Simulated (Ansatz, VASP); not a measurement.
TaN: VASP beside Ansatz

File INCAR:

```
SYSTEM = TaN
PREC = Accurate
ENCUT = 520
EDIFF = 1E-6
ISMEAR = 0
SIGMA = 0.15
LREAL = .FALSE.
LASPH = .TRUE.
NELM = 100
ALGO = Normal
ISIF = 2
LWAVE = .FALSE.
LCHARG = .FALSE.
GGA = PS
NBANDS = 15
```

KPOINTS

```
Automatic mesh
0
G
  24 24 20
  0 0 0
```

File POSCAR:

```
TaN
1.0
    2.8070294830      0.0000000000      0.0000000000
   -1.4035147415      2.4309588414      0.0000000000
    0.0000000000      0.0000000000      2.6410694312
Ta N
1 1
Direct
    0.3333333333      0.6666666667      0.5000000000
    0.0000000000      0.0000000000      0.0000000000
```

Input for Ansatz:

```yaml
crystal:
  lattice:
    - [2.807029483, 0.0, 0.0]
    - [-1.4035147415, 2.4309588414, 0.0]
    - [0.0, 0.0, 2.6410694312]
  atoms:
    - { symbol: Ta, position: [0.3333333333, 0.6666666667, 0.5] }
    - { symbol: "N", position: [0.0, 0.0, 0.0] }
basis:
  ecutwfc: 420
kpoints:
  mp_grid: { grid: [24, 24, 20] }
hamiltonian:
  xc: pbesol
scf:
  occupations: { method: gaussian, width: 0.15 }
output:
  forces: true
  stress: true
  eigenvalues: true
```

Change from the starting cell: strain -0.040 along x and y, -0.080 along z, atoms carried along.

Alike in both runs: task single point; functional PBEsol; k mesh 24 × 24 × 20; occupations gaussian, width 0.15 eV; no spin polarisation.

|  | VASP | Ansatz |
| --- | --- | --- |
| version | VASP 6.6.1 | Ansatz 0.2.0 |
| potentials or method | VASP PAW PBE potentials, release 64 (Ta_pv, N) | scalar-relativistic, plane waves, PAW |
| plane-wave cutoff (eV) | 520 | 420 |
| valence electrons in the cell | 16 | 18 |

Ansatz gave:

```
gap on the k mesh at the Fermi level (eV)       : none
pressure (GPa)                                  : 87.6
largest component of the traceless stress (GPa) : 32.60
```

Question: Which values does VASP return?

Answer: gap on the k mesh at the Fermi level (eV): none; pressure (GPa): 89.9; largest component of the traceless stress (GPa): 33.02.

A gap of «none» marks a metal or a gap that the smearing closes. The two sets of potentials don't hold the same shells in valence.

Caveats: the cell as given lies far from equilibrium; so large a pressure means that the cell lies far from this level's equilibrium, or that cutoff or potentials fall short (VASP); the potentials were made for another functional, which shifts forces and pressure (VASP). The runs have no spin-orbit coupling, so splittings on Ta are missing.
